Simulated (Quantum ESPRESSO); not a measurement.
Input of a Quantum ESPRESSO 7.5 run:

The input pw.in:

```
&CONTROL
  calculation = 'scf'
  prefix = 'pwscf'
  outdir = './tmp'
  pseudo_dir = './pseudo'
  tprnfor = .true.
  tstress = .true.
  disk_io = 'low'
/
&SYSTEM
  ibrav = 0
  nat = 4
  ntyp = 2
  ecutwfc = 45
  ecutrho = 360
  nbnd = 37
  occupations = 'smearing'
  smearing = 'fd'
  degauss = 0.00367493
  nspin = 2
  starting_magnetization(1) = 0.2667
  starting_magnetization(2) = 0
/
&ELECTRONS
  conv_thr = 8d-10
  electron_maxstep = 120
  mixing_beta = 0.3
/
ATOMIC_SPECIES
Mn    54.9380 mn_pbesol_v1.5.uspp.F.UPF
Si    28.0850 si_pbesol_v1.uspp.F.UPF
CELL_PARAMETERS angstrom
   0.0000000000    2.8610000000    2.8610000000
   2.8610000000    0.0000000000    2.8610000000
   2.8610000000    2.8610000000    0.0000000000
ATOMIC_POSITIONS crystal
Mn     0.7500000000    0.7500000000    0.7500000000
Mn     0.2500000000    0.2500000000    0.2500000000
Mn     0.5000000000    0.5000000000    0.5000000000
Si     0.0000000000    0.0000000000    0.0000000000
K_POINTS automatic
7 7 7 0 0 0
HUBBARD {ortho-atomic}
U Mn-3d 3.0
```

The input nscf.in:

```
&CONTROL
  calculation = 'nscf'
  prefix = 'pwscf'
  outdir = './tmp'
  pseudo_dir = './pseudo'
  disk_io = 'low'
/
&SYSTEM
  ibrav = 0
  nat = 4
  ntyp = 2
  ecutwfc = 45
  ecutrho = 360
  nbnd = 37
  occupations = 'tetrahedra_opt'
  nspin = 2
  starting_magnetization(1) = 0.2667
  starting_magnetization(2) = 0
/
&ELECTRONS
  conv_thr = 1d-08
  electron_maxstep = 120
  mixing_beta = 0.3
  startingwfc = 'random'
/
ATOMIC_SPECIES
Mn    54.9380 mn_pbesol_v1.5.uspp.F.UPF
Si    28.0850 si_pbesol_v1.uspp.F.UPF
CELL_PARAMETERS angstrom
   0.0000000000    2.8610000000    2.8610000000
   2.8610000000    0.0000000000    2.8610000000
   2.8610000000    2.8610000000    0.0000000000
ATOMIC_POSITIONS crystal
Mn     0.7500000000    0.7500000000    0.7500000000
Mn     0.2500000000    0.2500000000    0.2500000000
Mn     0.5000000000    0.5000000000    0.5000000000
Si     0.0000000000    0.0000000000    0.0000000000
K_POINTS automatic
11 11 11 0 0 0
HUBBARD {ortho-atomic}
U Mn-3d 3.0
```

Contents of projwfc.in:

```
&PROJWFC
  prefix = 'pwscf'
  outdir = './tmp'
  filpdos = 'p'
  Emin = 3
  Emax = 28
  DeltaE = 0.05
/
```

Potentials or basis: GBRV 1.5 PBEsol.

Run with:

```sh
$ OMP_NUM_THREADS=1 mpirun -n 2 pw.x -nk 2 -in pw.in > pw.out
$ OMP_NUM_THREADS=1 mpirun -n 2 pw.x -nk 2 -in nscf.in > nscf.out
$ OMP_NUM_THREADS=1 mpirun -n 1 projwfc.x -in projwfc.in > projwfc.out
```

Task: Predict the Loewdin charges.

Result: Mn -0.33, -0.13; Si +0.92 e.

Task: What does it give for the pressure?

Result: 26.6 GPa.

Eigenvalues of the final occupation matrices:
```csv
site,spin,trace,eigenvalues
Mn 1 3d,1,4.59,0.91 0.91 0.91 0.94 0.94
Mn 1 3d,2,1.15,0.16 0.16 0.16 0.33 0.33
Mn 2 3d,1,4.59,0.91 0.91 0.91 0.94 0.94
Mn 2 3d,2,1.15,0.16 0.16 0.16 0.33 0.33
Mn 3 3d,1,4.69,0.92 0.92 0.92 0.96 0.96
Mn 3 3d,2,0.98,0.13 0.13 0.24 0.24 0.24
```

Caveat: the U is typed as a test and isn't derived for this compound. The state reached can hang on the start; a lower one may exist.
